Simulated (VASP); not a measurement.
## BaS: band structure with r2SCAN

**The experiment to reproduce.**

From a printed reference work, monograph, original work of 1988, for a bulk crystal of BaS at 2 K: band gap 3.806 eV (indirect).

The system is BaS.

```
Ba S
1.0
     0.00000    3.19375    3.19375
     3.19375    0.00000    3.19375
     3.19375    3.19375    0.00000
Ba S
1 1
Direct
  0.00000 0.00000 0.00000
  0.50000 0.50000 0.50000
```

| Quantity | Value |
| --- | --- |
| Program | VASP 6.6.1 |
| Task | band structure |
| Functional | r2SCAN |
| Potentials or basis | VASP PAW PBE potentials, release 64 (Ba_sv, S) |
| Cutoff | 520 eV |
| k mesh | 7 × 7 × 7 |
| Occupations | fermi-dirac, width 0.05 eV |
| Spin | no spin polarisation |
| Further INCAR settings | ALGO = Normal; EDIFF = 1e-06 |

```json
{"Pressure": "1.4 GPa", "Band gap on the k mesh": "2.53 eV, indirect (least direct gap 2.67 eV)", "Band gap along the path": "2.46 eV, indirect (least direct gap 2.60 eV)"}
```

Levels at the corners of the path, in eV from the valence-band top:
| point | band 4 | band 5 | band 6 | band 7 | band 8 | band 9 | band 10 | band 11 | band 12 |
| --- | --- | --- | --- | --- | --- | --- | --- | --- | --- |
| Γ | -11.44 | -10.80 | 0.00 | 0.00 | 0.00 | 4.22 | 4.31 | 4.31 | 4.31 |
| X | -11.64 | -10.71 | -0.52 | -0.13 | -0.13 | 2.46 | 6.52 | 6.72 | 8.05 |
| X | -11.64 | -10.71 | -0.52 | -0.13 | -0.13 | 2.46 | 6.52 | 6.72 | 8.05 |
| W | -11.79 | -10.10 | -1.11 | -0.48 | -0.48 | 4.71 | 4.71 | 6.94 | 7.58 |
| W | -11.79 | -10.10 | -1.11 | -0.48 | -0.48 | 4.71 | 4.71 | 6.94 | 7.58 |
| K | -11.58 | -10.15 | -0.93 | -0.60 | -0.54 | 3.68 | 6.46 | 7.25 | 7.30 |
| K | -11.58 | -10.15 | -0.93 | -0.60 | -0.54 | 3.68 | 6.46 | 7.25 | 7.30 |
| Γ | -11.44 | -10.80 | 0.00 | 0.00 | 0.00 | 4.22 | 4.31 | 4.31 | 4.31 |
| Γ | -11.44 | -10.80 | 0.00 | 0.00 | 0.00 | 4.22 | 4.31 | 4.31 | 4.31 |
| L | -11.48 | -9.45 | -1.92 | -1.08 | -1.08 | 6.04 | 6.14 | 6.86 | 6.86 |
| L | -11.48 | -9.45 | -1.92 | -1.08 | -1.08 | 6.04 | 6.14 | 6.86 | 6.86 |
| U | -11.58 | -10.15 | -0.93 | -0.60 | -0.54 | 3.68 | 6.46 | 7.25 | 7.30 |
| U | -11.58 | -10.15 | -0.93 | -0.60 | -0.54 | 3.68 | 6.46 | 7.25 | 7.30 |
| W | -11.79 | -10.10 | -1.11 | -0.48 | -0.48 | 4.71 | 4.71 | 6.94 | 7.58 |
| W | -11.79 | -10.10 | -1.11 | -0.48 | -0.48 | 4.71 | 4.71 | 6.94 | 7.58 |
| L | -11.48 | -9.45 | -1.92 | -1.08 | -1.08 | 6.04 | 6.14 | 6.86 | 6.86 |
| L | -11.48 | -9.45 | -1.92 | -1.08 | -1.08 | 6.04 | 6.14 | 6.86 | 6.86 |
| K | -11.58 | -10.15 | -0.93 | -0.60 | -0.54 | 3.68 | 6.46 | 7.25 | 7.30 |
| U | -11.58 | -10.15 | -0.93 | -0.60 | -0.54 | 3.68 | 6.46 | 7.25 | 7.30 |
| X | -11.64 | -10.71 | -0.52 | -0.13 | -0.13 | 2.46 | 6.52 | 6.72 | 8.05 |

Wall time 110 s on 1 thread of Intel(R) Xeon(R) 6975P-C (Granite Rapids), on a shared host, peak memory 0.21 GiB.

A measured gap of BaS is 3.806 eV (indirect; 2 K; a printed reference work, monograph, original work of 1988); the calculated 2.46 eV misses it by -1.34 eV. Spin-orbit coupling on Ba is left out. The value is that of r2SCAN, without temperature or zero-point motion.

Caveat: the PAW data sets were made with another functional, which shifts forces and pressure a little; spin-orbit coupling is left out, which moves the levels of the heavy elements.
